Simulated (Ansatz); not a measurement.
Cubic perovskite CsPbI3 (cubic high-temperature phase), treated with Hartree–Fock in Ansatz (plane waves, PAW).

From the output:

```
WARN output.stress: scf.exx.energy_threshold = 1e-6 eV is looser than the 5e-8 eV advised for a stress under a hybrid functional (1e-8 eV for each atom of the …
Crystal: 5 atoms, lattice volume = 248.740 Å³
Basis set: ecut = 460 eV, 5497 PW (Γ), exchange–correlation on 90×90×90 points (8 copies of the dense FFT grid, shifted against one another)
Bands: 45, of which v1, the nominal top of the filled ones, is band 37 counted from 1 (36 counted from 0)
Symmetry: 48 space group operations
Space group: Pm-3m (ITA 221), of the structure as read, at distance tolerance 6.3e-5 Å
k-points: 10 of 64
Functional: x = pbe(κ = 0.804, μ = 0.2195149727645171), c = none, warm-up for x = 0 pbe(κ = 0.804, μ = 0.2195149727645171) + 1 exact, c = none
SCF iter   1: F=—  HF=-39669.150971 eV  |F-HF|=—  |Δ(HF+E_count)|=         —  Δρ=4.43e-3  dr2=6.16e-2
SCF iter   2: F=—  HF=-39669.121022 eV  |F-HF|=—  |Δ(HF+E_count)|=   2.99e-2  Δρ=1.02e-3  dr2=2.41e-3
  ...
Crystal: 5 atoms, lattice volume = 248.740 Å³
Initial density: handed on by an earlier stage of this run
Functional: x = 0 pbe(κ = 0.804, μ = 0.2195149727645171) + 1 exact, c = none
Crystal: 5 atoms, lattice volume = 248.740 Å³
Crystal: 5 atoms, lattice volume = 248.740 Å³
Crystal: 5 atoms, lattice volume = 248.740 Å³
SCF iter   2: F=—  HF=-39735.016931 eV  |F-HF|=—  |Δ(HF+E_count)|=   4.57e-9  Δρ=6.78e-7  dr2=8.57e-10
SCF iter   3: F=-39735.016931 eV  HF=-39735.016931 eV  |F-HF|=1.09e-10  |Δ(HF+E_count)|=  3.13e-10  Δρ=1.60e-7  dr2=1.62e-10
SCF 5 converged in 3 iterations: F = -39735.016931 eV  dr2 = 1.62e-10
Free energy (F): -39735.016931 eV
Internal energy: -39735.016931 eV  (E = F + TS)
E sigma→0 (E₀):  -39735.016931 eV
Fermi energy:    5.911081 eV
--- Forces (eV/Å), atoms counted from 1 ---
  atom   1  Cs    -0.00000000     0.00000000    -0.00000000
  atom   2  Pb     0.00000000    -0.00000000     0.00000000
  atom   3  I     -0.00000000     0.00000000     0.00000000
  atom   4  I     -0.00000000     0.00000000     0.00000000
  atom   5  I     -0.00000000     0.00000000    -0.00000000
--- Stress (GPa, compression-positive) ---
        3.072240       0.000000       0.000000
        0.000000       3.072240       0.000000
        0.000000       0.000000       3.072240
  P = ⅓ Tr σ = 3.0722 GPa (30.722 kbar)
```

Q: Write an input file that produces this run.

A: This is not unique; one that fits is 
Ansatz 0.2 input:
```yaml
crystal:
  lattice:
    - [6.289, 0.0, 0.0]
    - [0.0, 6.289, 0.0]
    - [0.0, 0.0, 6.289]
  atoms:
    - { symbol: Cs, position: [0.0, 0.0, 0.0] }
    - { symbol: Pb, position: [0.5, 0.5, 0.5] }
    - { symbol: I, position: [0.5, 0.0, 0.5] }
    - { symbol: I, position: [0.0, 0.5, 0.5] }
    - { symbol: I, position: [0.5, 0.5, 0.0] }
basis:
  ecutwfc: 460
  ecutrho_ratio: 4
  xc_grid: 2
kpoints:
  mp_grid: { grid: [4, 4, 4] }
hamiltonian:
  xc: hf
  dispersion: none
  pseudopotentials: { kind: paw }
scf:
  occupations: { method: fermi_dirac, width: 0.01 }
  convergence: { dr2_threshold: 0.0000000005 }
output:
  forces: true
  stress: true
  eigenvalues: true
```

The PAW data were made under PBE.

Note: held by symmetry at 0 K, a high-temperature phase can be a saddle point. Note: cell and atoms aren't relaxed at this level (pressure 3.1 GPa).

Cost on a shared machine: about 7 core-minutes (a rough figure).

Ansatz is an electronic-structure program.
